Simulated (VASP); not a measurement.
CdSe (zincblende): a LDA relaxation of cell and atoms in VASP

INCAR

```
NELM = 120
EDIFFG = -5E-3
IBRION = 2
NBANDS = 16
ISIF = 3
SIGMA = 0.02
LCHARG = .FALSE.
LREAL = .FALSE.
ISMEAR = -1
GGA = CA
EDIFF = 1E-7
LWAVE = .FALSE.
NSW = 40
ENCUT = 600
PREC = Accurate
LASPH = .TRUE.
```

KPOINTS

```
KPOINTS created by Atomic Simulation Environment
0
Gamma
6 6 6
0 0 0
```

POSCAR

```
Cd Se
 1.0000000000000000
    -0.0000000000000000    3.0982259976546396    3.0982259976546396
     3.0982259976546396   -0.0000000000000000    3.0982259976546396
     3.0982259976546396    3.0982259976546396    0.0000000000000000
 Cd  Se
   1   1
Cartesian
  0.0000000000000000  0.0000000000000000 -0.0000000000000000
  1.5491129988273198  1.5491129988273198  1.5491129988273198
```

VASP ran with the recommended LDA PAW datasets (18 valence electrons in the cell).

Command

```
mpirun -np 1 vasp_std
```

OSZICAR

```
N       E                     dE             d eps       ncg     rms          rms(c)
DAV:   1     0.113975419089E+03    0.11398E+03   -0.96225E+03   520   0.114E+03
DAV:   2    -0.276883667821E+01   -0.11674E+03   -0.10947E+03   624   0.259E+02
DAV:   3    -0.711096287277E+01   -0.43421E+01   -0.43349E+01   608   0.520E+01
DAV:   4    -0.713027736678E+01   -0.19314E-01   -0.19314E-01   648   0.348E+00
DAV:   5    -0.713039278114E+01   -0.11541E-03   -0.11541E-03   616   0.229E-01    0.663E+00
DAV:   6    -0.678796713740E+01    0.34243E+00   -0.51187E-01   744   0.930E+00    0.516E+00
DAV:   7    -0.676003621476E+01    0.27931E-01   -0.12163E-01   616   0.246E+00    0.216E+00
DAV:   8    -0.675705751110E+01    0.29787E-02   -0.13203E-02   552   0.144E+00    0.215E-01
DAV:   9    -0.675676542592E+01    0.29209E-03   -0.13726E-03   624   0.517E-01    0.427E-02
DAV:  10    -0.675675150624E+01    0.13920E-04   -0.11605E-04   640   0.148E-01    0.333E-02
DAV:  11    -0.675675620675E+01   -0.47005E-05   -0.16571E-05   608   0.354E-02    0.113E-02
DAV:  12    -0.675675585785E+01    0.34890E-06   -0.12048E-06   616   0.160E-02    0.484E-03
DAV:  13    -0.675675590630E+01   -0.48455E-07   -0.23085E-07   608   0.304E-03
   1 F= -.67567559E+01 E0= -.67567558E+01  d E =-.675676E+01
```

From OUTCAR

```
k-points           NKPTS =     16   k-points in BZ     NKDIM =     16   number of bands    NBANDS=     16

   NELECT =      18.0000    total number of electrons

   dimension x,y,z NGX =    36 NGY =   36 NGZ =   36
   dimension x,y,z NGXF=    72 NGYF=   72 NGZF=   72

  energy-cutoff  :      600.00
  volume of cell :       54.63
      direct lattice vectors                 reciprocal lattice vectors
     0.000000000  3.011661498  3.011661498    -0.166021314  0.166021314  0.166021314
     3.011661498  0.000000000  3.011661498     0.166021314 -0.166021314  0.166021314
     3.011661498  3.011661498  0.000000000     0.166021314  0.166021314 -0.166021314

 k-points in reciprocal lattice and weights: KPOINTS created by Atomic Simulation Env
   0.00000000  0.00000000  0.00000000       0.005
   0.16666667  0.00000000  0.00000000       0.037
   0.33333333  0.00000000  0.00000000       0.037
   0.50000000  0.00000000  0.00000000       0.019
   0.16666667  0.16666667  0.00000000       0.028
   0.33333333  0.16666667  0.00000000       0.111
   0.50000000  0.16666667  0.00000000       0.111
  -0.33333333  0.16666667  0.00000000       0.111
   ...

 E-fermi :   1.2807

 k-point     1 :       0.0000    0.0000    0.0000
  band No.  band energies     occupation
      1     -11.7557      2.00000
      2      -7.0037      2.00000
      3      -7.0037      2.00000
      4      -7.0037      2.00000
      5      -6.5921      2.00000
      6      -6.5921      2.00000
      7       1.0598      1.99997
      8       1.0598      1.99997
      9       1.0598      1.99997
     10       1.4795      0.00010
     11       6.8518      0.00000
     12       6.8518      0.00000
     13       6.8518      0.00000
     14      10.6725      0.00000
     15      12.2163      0.00000
     16      12.2163      0.00000

 k-point     2 :       0.1667    0.0000    0.0000
  band No.  band energies     occupation
      1     -11.6556      2.00000
      2      -6.9721      2.00000
      3      -6.9721      2.00000
      4      -6.9149      2.00000
      5      -6.5933      2.00000
      6      -6.5933      2.00000
      7      -0.7626      2.00000
      8       0.8321      2.00000
      9       0.8321      2.00000
     10       2.8536      0.00000
     11       6.6190      0.00000
     12       7.1914      0.00000
     13       7.1914      0.00000
     14      11.1400      0.00000
     15      11.1400      0.00000
     16      11.3943      0.00000

 k-point     3 :       0.3333    0.0000    0.0000
  band No.  band energies     occupation
      1     -11.4516      2.00000
      2      -6.9198      2.00000
      3      -6.9198      2.00000
      4      -6.5947      2.00000
      5      -6.5816      2.00000
      6      -6.5816      2.00000
      7      -2.6624      2.00000
      8       0.4330      2.00000
      9       0.4330      2.00000
     10       3.3130      0.00000
     11       7.4448      0.00000
     12       7.4448      0.00000
     13       7.5151      0.00000
     14      10.7019      0.00000
     15      11.5868      0.00000
     16      11.5868      0.00000

 k-point     4 :       0.5000    0.0000    0.0000
  band No.  band energies     occupation
      1     -11.3485      2.00000
      2      -6.9011      2.00000
      3      -6.9011      2.00000
      4      -6.5663      2.00000
      5      -6.5663      2.00000
      6      -6.2769      2.00000
      7      -3.5978      2.00000
      8       0.2530      2.00000
      9       0.2530      2.00000
     10       3.2869      0.00000
     11       7.3790      0.00000
     12       7.3790      0.00000
     13       8.3335      0.00000
     14      10.9327      0.00000
     15      13.2189      0.00000
     16      13.2189      0.00000

 k-point     5 :       0.1667    0.1667    0.0000
  band No.  band energies     occupation
      1     -11.6225      2.00000
      2      -6.9397      2.00000
      3      -6.9397      2.00000
      4      -6.9306      2.00000
      5      -6.6120      2.00000
      6      -6.5759      2.00000
      7      -0.7534      2.00000
      8       0.4553      2.00000
      9       0.4553      2.00000
     10       3.4534      0.00000
     11       5.7487      0.00000
     12       7.7390      0.00000
     13       7.7390      0.00000
     14       9.5015      0.00000
     15      12.4510      0.00000
     16      12.6981      0.00000

 k-point     6 :       0.3333    0.1667    0.0000
  band No.  band energies     occupation
      1     -11.4537      2.00000
      2      -6.9045      2.00000
      3      -6.8782      2.00000
      4      -6.7326      2.00000
      5      -6.5717      2.00000
      6      -6.5618      2.00000
      7      -2.1427      2.00000
      8      -0.0751      2.00000
      9       0.0172      2.00000
     10       4.2222      0.00000
     11       5.8210      0.00000
     12       7.6562      0.00000
     13       8.2968      0.00000
     14      10.0555      0.00000
     15      12.5818      0.00000
     16      12.7679      0.00000

 k-point     7 :       0.5000    0.1667    0.0000
  band No.  band energies     occupation
      1     -11.3177      2.00000
      2      -6.8816      2.00000
      3      -6.8536      2.00000
      4      -6.6199      2.00000
      5      -6.5614      2.00000
      6      -6.2602      2.00000
      7      -3.3242      2.00000
      8      -0.6253      2.00000
      9      -0.0818      2.00000
     10       4.3157      0.00000
     11       6.5096      0.00000
     12       8.1216      0.00000
     13       8.2017      0.00000
     14      11.0867      0.00000
     15      12.8229      0.00000
     16      13.3373      0.00000

 k-point     8 :      -0.3333    0.1667    0.0000
  band No.  band energies     occupation
      1     -11.3515      2.00000
      2      -6.8822      2.00000
      3      -6.8757      2.00000
      4      -6.5979      2.00000
      5      -6.5935      2.00000
      6      -6.3587      2.00000
      7      -3.0341      2.00000
      8      -0.7722      2.00000
      9       0.2329      2.00000
     10       4.3564      0.00000
     11       6.7640      0.00000
     12       7.7843      0.00000
     13       7.8638      0.00000
     14      11.1487      0.00000
     15      11.9656      0.00000
     16      13.1481      0.00000

 k-point     9 :      -0.1667    0.1667    0.0000
  band No.  band energies     occupation
      1     -11.5209      2.00000
      2      -6.9350      2.00000
      3      -6.9149      2.00000
      4      -6.7691      2.00000
      5      -6.6089      2.00000
      6      -6.5652      2.00000
      7      -1.7435      2.00000
      8      -0.1999      2.00000
      9       0.7013      2.00000
     10       3.8878      0.00000
     11       6.4897      0.00000
     12       7.3819      0.00000
     13       7.4730      0.00000
     14      10.2455      0.00000
     15      11.6357      0.00000
     16      12.9797      0.00000

 k-point    10 :       0.3333    0.3333    0.0000
  band No.  band energies     occupation
      1     -11.3539      2.00000
      2      -6.7978      2.00000
      3      -6.7966      2.00000
      4      -6.7966      2.00000
      5      -6.5434      2.00000
      6      -6.4951      2.00000
      7      -2.4185      2.00000
      8      -0.5118      2.00000
      9      -0.5118      2.00000
     10       4.3163      0.00000
     11       4.8324      0.00000
     12       8.9197      0.00000
     13       9.6691      0.00000
     14       9.6691      0.00000
     15      13.0691      0.00000
     16      15.1980      0.00000

 k-point    11 :       0.5000    0.3333    0.0000
  band No.  band energies     occupation
      1     -11.2537      2.00000
      2      -6.8222      2.00000
      3      -6.7591      2.00000
      4      -6.7075      2.00000
      5      -6.5438      2.00000
      6      -6.2282      2.00000
      7      -3.0663      2.00000
      8      -1.2180      2.00000
      9      -0.6665      2.00000
     10       4.4424      0.00000
     11       5.4413      0.00000
     12       8.7598      0.00000
     13       9.8723      0.00000
     14      10.8116      0.00000
     15      13.6443      0.00000
     16      14.3306      0.00000

 k-point    12 :      -0.3333    0.3333    0.0000
  band No.  band energies     occupation
      1     -11.2536      2.00000
      2      -6.8481      2.00000
      3      -6.7933      2.00000
      4      -6.6370      2.00000
      5      -6.5777      2.00000
      6      -6.1292      2.00000
      7      -3.1530      2.00000
      8      -1.6995      2.00000
      9      -0.3268      2.00000
     10       4.7801      0.00000
     11       6.5857      0.00000
     12       8.5849      0.00000
     13       9.0120      0.00000
     14       9.8891      0.00000
     15      11.8490      0.00000
     16      15.1347      0.00000

 ...

  Total       -0.0002912     -0.0002912     -0.0002912     -0.0000000     -0.0000000     -0.0000000
  in kB       -0.0085413     -0.0085413     -0.0085413     -0.0000000     -0.0000000     -0.0000000
  external PRESSURE =      -0.0085413 kB  Pullay stress =       0.0000000 kB

 POSITION                                       TOTAL-FORCE (eV/Angst)
 -----------------------------------------------------------------------------------
      0.00000      0.00000      0.00000         0.000000      0.000000      0.000000
      1.50583      1.50583      1.50583        -0.000000     -0.000000     -0.000000
 -----------------------------------------------------------------------------------
    total drift:                                0.000000      0.000000      0.000000

  FREE ENERGIE OF THE ION-ELECTRON SYSTEM (eV)
  ---------------------------------------------------
  free  energy   TOTEN  =        -6.7567559063 eV

  energy  without entropy=       -6.7567557017  energy(sigma->0) =       -6.75675580
```

CONTCAR

```
Cd Se
   1.00000000000000
     0.0000000000000000    3.0116614984364705    3.0116614984364705
     3.0116614984364705    0.0000000000000000    3.0116614984364705
     3.0116614984364705    3.0116614984364705    0.0000000000000000
  Cd              Se
     1     1
Direct
     0.0000000000000000    0.0000000000000000    0.0000000000000000
     0.2500000000000000    0.2500000000000000    0.2500000000000000

  0.00000000E+00  0.00000000E+00  0.00000000E+00
  0.00000000E+00  0.00000000E+00  0.00000000E+00
```

* relaxed cell vector lengths: 4.259, 4.259, 4.259 Å
* relaxed cell volume: 54.63 Å³

The run was restarted once from its relaxed cell; OSZICAR and OUTCAR are the second run's.

The run (the restart alone) took about 16 s on one core of a shared host (Intel Xeon Platinum 8488C) and held 0.18 GiB at most.
